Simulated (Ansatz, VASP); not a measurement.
## Cross-check of GaSb between VASP and Ansatz

Wanted: the spread between two codes on one cell, functional and k mesh. The cell is taken from a series of runs on this material, whose earlier steps may have relaxed, scaled, displaced or heated it; both programs get it as it stands.

Program: Ansatz 0.2.0. Level of theory: plane waves, with VASP 6.6.1 beside it; zone-centre phonons at LDA. Results are calculated unless marked as measured.

## (1) The structure

It takes space group I-4m2 (No. 119, tetragonal). The conventional cell has a = 4.335 Å, b = 4.335 Å, c = 5.807 Å, α = 90.00°, β = 90.00°, γ = 90.00°. Ga has 4 Sb at 2.61 Å nearest. Nearest to Sb lie 4 Ga at 2.61 Å. Farther neighbours are not listed.

## (2) Ansatz: zone-centre phonons, LDA

Ansatz runs on its PAW soft_1 files.

Second derivatives magnify differences that forces hide, and they need a tight electronic threshold.

File input.yaml:

```yaml
crystal:
  lattice:
    - [0.0, 3.0655249002, 2.9033914908]
    - [3.0655249002, 0.0, 2.9033914908]
    - [3.0655249002, 3.0655249002, 0.0]
  atoms:
    - { symbol: Ga, position: [0.0, 0.0, 0.0] }
    - { symbol: Sb, position: [0.75, 0.75, 0.75] }
kpoints:
  mp_grid: { grid: [12, 12, 12] }
hamiltonian:
  xc: lda
  pseudopotentials: { kind: paw, azcp: { folder: soft_1 }, xc_functional: pbe }
scf:
  occupations: { method: methfessel_paxton, width: 0.2 }
output:
  eigenvalues: true
phonons:
  method: dfpt
```

Started as:

```console
ansatz run input.yaml --threads 4 --pin off --max-ram 10240MiB --backend cpu --events-out ev --progress --plain --runs-dir out
```

Numbers of over 12 decimals in the logs are rounded to 6 here.

The program printed:

```text
zone centre: on kpoints.mp_grid the ground state, and the responses unless they are solved on pairs of k-points, stand on 280 of the mesh's 1728 k-points, reduced under 4 symmetry operations, with k and −k counted as one. Each operation leaves every solved displacement unchanged or reverses it
Engine: ansatz 0.2.0, x86_64-unknown-linux-gnu
Pseudopotentials: kind: paw
Pseudopotential: Ga, paw, valence charge 13, recommended cutoff 420 eV (normal), soft_1/Ga.paw.azcp
Pseudopotential: Sb, paw, valence charge 15, recommended cutoff 420 eV (normal), soft_1/Sb.paw.azcp
Functional definition: SPW92
  exchange = slater_x
  correlation = pw_c
Crystal: 2 atoms, lattice volume = 54.569 Å³
Basis set: ecut = 420 eV, 1081 PW (Γ), exchange–correlation on 60×60×60 points (8 copies of the dense FFT grid, shifted against one another)
Bands: 18, of which v1, the nominal top of the filled ones, is band 14 counted from 1 (13 counted from 0)
Symmetry: 8 space group operations
k-points: 280 of 1728 (irreducible under 4 space group operations, time reversal used)
Non-local potential: Ga, projectors of the file, l = 0: 2, l = 1: 2, l = 2: 3, l = 3: 1
Non-local potential: Sb, projectors of the file, l = 0: 2, l = 1: 2, l = 2: 2, l = 3: 1
PAW form: soft (Blöchl's): semilocal exchange-correlation on the pseudo side does not see the compensation charge
PAW frozen core: Ga, regenerated for the run's functional, and the local potential with it (the file was generated under x = pbe(κ = 0.804, μ = 0.219515), c = pbe(β = 0.066725))
PAW frozen core: Sb, regenerated for the run's functional, and the local potential with it (the file was generated under x = pbe(κ = 0.804, μ = 0.219515), c = pbe(β = 0.066725))
PAW one-centre angular grid: Ga, 590 points (default); XC on 64 Gauss nodes
PAW one-centre angular grid: Sb, 590 points (default); XC on 64 Gauss nodes
Initial density: superposition of atomic densities (chi_scale 0.1, normalization cell, long waves kept (reshape's long-wave potential 0.00 eV rms))
Initial wavefunctions: pseudopotential atomic-orbital guess
Functional: x = slater, c = lda
SCF iter   1: F=—  HF=-10043.235898 eV  |F-HF|=—  |Δ(HF+E_count)|=         —  Δρ=3.18e-2  dr2=4.60e-1  ethr=3.10e-3  ⟨swp⟩=5.5  Hψ=25545  notcnv=0
preconditioner: auto → none  [insulator: Δε(μ)=0.137 eV  Ē_g=15.013 eV  σ=0.200 eV  W_gap=0.54  n_scr=14 (ndim 8)  ℏωp=21.3 eV  f_vac=0.003  D(μ)=0.02/eV (n_scr^D=0)  ε∞_Penn≈3.0]
SCF iter   2: F=—  HF=-10043.118902 eV  |F-HF|=—  |Δ(HF+E_count)|=   1.17e-1  S|Δr|=    0.00e0  Δρ=1.41e-2  dr2=6.93e-2  ethr=1.64e-3  ⟨swp⟩=2.0  Hψ=8391  notcnv=0
SCF iter   3: F=—  HF=-10043.110800 eV  |F-HF|=—  |Δ(HF+E_count)|=   8.10e-3  S|Δr|=    0.00e0  Δρ=5.09e-3  dr2=1.26e-2  ethr=2.48e-4  ⟨swp⟩=2.0  Hψ=8602  notcnv=0
SCF iter   4: F=—  HF=-10043.105446 eV  |F-HF|=—  |Δ(HF+E_count)|=   5.35e-3  S|Δr|=    0.00e0  Δρ=9.43e-4  dr2=2.69e-4  ethr=4.51e-5  ⟨swp⟩=2.0  Hψ=7561  notcnv=0
SCF iter   5: F=—  HF=-10043.105371 eV  |F-HF|=—  |Δ(HF+E_count)|=   7.45e-5  S|Δr|=    0.00e0  Δρ=4.50e-4  dr2=3.55e-5  ethr=9.60e-7  ⟨swp⟩=2.0  Hψ=7561  notcnv=0
SCF iter   6: F=—  HF=-10043.105368 eV  |F-HF|=—  |Δ(HF+E_count)|=   2.99e-6  S|Δr|=    0.00e0  Δρ=2.07e-5  dr2=1.62e-7  ethr=1.27e-7  ⟨swp⟩=2.0  Hψ=7866  notcnv=0
SCF iter   7: F=—  HF=-10043.105368 eV  |F-HF|=—  |Δ(HF+E_count)|=   2.38e-7  S|Δr|=    0.00e0  Δρ=4.78e-6  dr2=7.75e-9  ethr=5.78e-10  ⟨swp⟩=2.0  Hψ=8969  notcnv=0
SCF iter   8: F=—  HF=-10043.105368 eV  |F-HF|=—  |Δ(HF+E_count)|=   1.96e-9  S|Δr|=    0.00e0  Δρ=1.08e-6  dr2=3.75e-10  ethr=2.77e-11  ⟨swp⟩=2.2  Hψ=8193  notcnv=0
SCF iter   9: F=-10043.105368 eV  HF=-10043.105368 eV  |F-HF|=0.00e0  |Δ(HF+E_count)|=  2.20e-10  S|Δr|=    0.00e0  Δρ=9.55e-8  dr2=2.08e-12  ethr=1.00e-12  ⟨swp⟩=5.0  Hψ=27968  notcnv=0
SCF 1 converged in 9 iterations: F = -10043.105368 eV  dr2 = 2.08e-12
  greatest PAW one-centre occupation: 0.996 electrons in one spin orbital (limit 2), on the Sb atom at site 1 (counted from 0), in its partial waves of l = 2
DFPT response loops at Γ: preconditioner auto → Kerker (q_TF=auto, 2.441 Å⁻¹) (partly filled bands, converged f_vac=0.063); β = 1.00, the filter's whole step (`scf.mixing.beta` (0.50) is not read by the response loops under this deck's `scf.mixing.preconditioner`; to damp them name `kerker` or `kerker_dos`, under which they read `scf.mixing.beta`, and type it under 1.00, their step now; both keys bind the ground state too); Broyden in place of MSR1
SCF converged after 9 iterations
Stability not checked: this state was not tested for a lower state beside it, because cold or Methfessel-Paxton smearing, or corrected tetrahedra, fill the levels in a way that the test cannot read (fill_not_monotonic; see scf.lower_state_search)
Free energy (F): -10043.105368 eV
Harris-Foulkes:  -10043.105368 eV  (|F-HF|=0.00e0)
Internal energy: -10043.105883 eV  (E = F + TS)
E sigma→0 (E₀):  -10043.105497 eV
Entropy (-TS):   0.000515 eV (0.257 meV/atom)
Fermi energy:    8.300291 eV
Step filling:    the computed levels leave a gap of 0.0486 eV = 0.2 smearing widths at the electron count; against every level under it full and every level over it empty, smearing changes F+E_penalty+E_count by +0.151 meV and its σ→0 estimate by +0.023 meV
--- Per-component energies (eV) ---
  E_band       = -252.294906
  E_kinetic    = 278.174983
  E_local      = -3321.703395  (includes V_loc(G=0)·N_el)
  E_nonlocal   = 303.130414
  E_hartree    = 1703.627624
  E_xc         = -161.735599
  E_vxc        = -147.893105  (∫ρ·V_xc dr)
  E_paw        = -6311.657649  (= ΣΔE_a)
  E_vpaw       = -771.258887  (= ΣTr[D̂ρ^β])
  E_aug_tail   = -0.000105  (compensation charges beyond the density's cutoff)
  E_ewald      = -2535.229447
  E_core_change = 2.287292  (= ΣΔE_core)
  E_smearing   = 0.000515  (= −TS)
  E_closure    = 0.000000  (closes the sum)
  Σ components = -10043.105368   (vs F -10043.105368, Δ=0.00e0)
--- Band table (eV; the first three rows and the last of 280) ---
  k-point 0: bands = [... 10 lower, -3.7311, 8.0378, 8.0378, 8.2904, 8.3390, 10.8136, 10.9750, 10.9750]
  k-point 1: bands = [... 10 lower, -3.6555, 6.8189, 7.8952, 8.1189, 9.1184, 10.9705, 11.1497, 11.2695]
  k-point 2: bands = [... 10 lower, -3.4328, 5.3613, 7.5743, 7.8421, 9.1775, 11.4143, 11.5096, 12.2039]
  k-point 279: bands = [... 10 lower, -0.9748, 1.2606, 5.1857, 5.1857, 8.6571, 9.0071, 17.1161, 17.1161]
--- Phonons (Γ-DFPT): 4 representative perturbations + reference, on 280 of 1728 k-points (Σ response iterations 12) ---
  k mesh reduced under 4 symmetry operations, with k and −k counted as one. Each operation leaves every solved displacement unchanged or reverses it
  ASR residual: 1.696e-4 → 0.000e0 eV/Å²; symmetrization residual: 1.502e-5 eV/Å²
  ASR residual per site (eV/Å²): 1.70e-4 1.27e-5
  Γ frequencies (cm⁻¹): 0.00 0.00 0.00 227.19 229.14 229.14
  non-analytic LO–TO correction: not included (Born effective charges unavailable; polar crystals: no LO–TO splitting at Γ)
```

(Continued in part 2 of 2.)

[Lines on the potential files, build, host, timing and source positions are cut from VASP's logs without a mark.]

[Logs are printed without paths, hosts, clocks, repeated set-up lines and the standing remarks that a program may print on its own settings, such as how far it seeks lower states.]

[Hosts, paths, dates, database ids (printed as entryN), source tags and the programs' standing remarks are cut or masked in the printed files.]
